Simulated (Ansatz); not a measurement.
# NbC: response to strain

Aim: deform NbC (x and y strained by -1.5 %, z held) and compute stress, forces and field gradients with LAPW, PAW and all-electron datasets made for the crystal.

Method: DFT PBE, scalar-relativistic, in Ansatz 0.2.0.

### Step 1. The starting structure

It takes space group Fm-3m (No. 225, cubic). The conventional cell has a = 4.400 Å, b = 4.400 Å, c = 4.400 Å, α = 90.00°, β = 90.00°, γ = 90.00°. Around Nb (site symmetry m-3m) lie 6 C at 2.20 Å. Around C (site symmetry m-3m) lie 6 Nb at 2.20 Å.

Structure file:

```cif
data_structure
_symmetry_space_group_name_H-M 'P 1'
_symmetry_Int_Tables_number 1
_cell_length_a 3.1113
_cell_length_b 3.1113
_cell_length_c 3.1113
_cell_angle_alpha 60.000
_cell_angle_beta 60.000
_cell_angle_gamma 60.000
_cell_volume 21.30
loop_
_atom_site_label
_atom_site_type_symbol
_atom_site_fract_x
_atom_site_fract_y
_atom_site_fract_z
_atom_site_occupancy
Nb1 Nb 0.00000 0.00000 0.00000 1
C1 C 0.50000 0.50000 0.50000 1
```

Atoms are numbered in the order of the input: Nb1, C2.

### Step 2. The deformed structure

Space group Fm-3m before, I4/mmm after.

### Step 3. LAPW, all electrons

Contents of input.yaml:

```yaml
crystal:
  lattice:
    - [0.0, 2.167, 2.2]
    - [2.167, 0.0, 2.2]
    - [2.167, 2.167, 0.0]
  atoms:
    - { symbol: Nb, position: [0.0, 0.0, 0.0] }
    - { symbol: C, position: [0.5, 0.5, 0.5] }
kpoints:
  mp_grid: { grid: [14, 14, 14] }
scf:
  occupations: { method: fermi_dirac, width: 0.05 }
hamiltonian:
  xc: pbe
  pseudopotentials: { kind: all_electron, lapw: { basis_error: 0.001 } }
output:
  forces: true
  stress: true
  eigenvalues: true
```

### Step 4. Frozen-core PAW

input.yaml: that of step 3 with these lines changed.

```diff
@@ -14,3 +14,3 @@
   xc: pbe
-  pseudopotentials: { kind: all_electron, lapw: { basis_error: 0.001 } }
+  pseudopotentials: { kind: paw }
 output:
@@ -19 +19,2 @@
   eigenvalues: true
+  efg: { contact_densities: true }
```

### Step 5. Datasets made for this crystal

input.yaml: that of step 4 with these lines changed.

```diff
@@ -14,3 +14,3 @@
   xc: pbe
-  pseudopotentials: { kind: paw }
+  pseudopotentials: { kind: all_electron, datasets: crystal }
 output:
```

(Steps that only read results are left out.)

**Question.** What will these runs give? Wanted: pressure; largest shear or deviatoric stress.

**Answer**, as computed:

| quantity | value |
| --- | --- |
| pressure | LAPW 31.79, PAW 31.83, crystal datasets 31.79 GPa |
| largest shear or deviatoric stress (LAPW) | 7.64 GPa |

The largest part of the stress beyond the pressure is 7.64 GPa in size, in the zz component; the atoms are carried along and not relaxed. No run of the undeformed cell stands beside it, so the pressure holds what the given cell had before the change. PAW: stress within 0.04 GPa of LAPW. Crystal datasets: stress within 0.01 GPa of LAPW.
